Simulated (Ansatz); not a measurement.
# A computed series for NaI: response to strain

Take NaI in the rock salt structure (space group Fm-3m, No. 225; a = 6.529 Å) as the base.

Strains are applied to the cell and any free atomic positions relax.

Calculations: DFT with PBE, PAW potentials and a 420 eV plane-wave cutoff in Ansatz (an electronic-structure program), scalar-relativistic without spin-orbit coupling.

```tsv
isotropic strain (%)	band gap (eV)
-3.64	3.89
0	3.58
3.13	?
5.36	3.23
```

Q: Fit E_g = E₀ + Dε (ε in %) to the rows shown and predict the withheld row.

A: Least squares on the printed values gives E₀ = 3.61 eV, D = -72.7 meV per % of strain (largest residual 0.03 eV); this predicts 3.38 eV, and the run gives 3.36 eV, 0.02 lower.

With I present, leaving out spin-orbit coupling can change the band edges. No phonon test of stability was made.
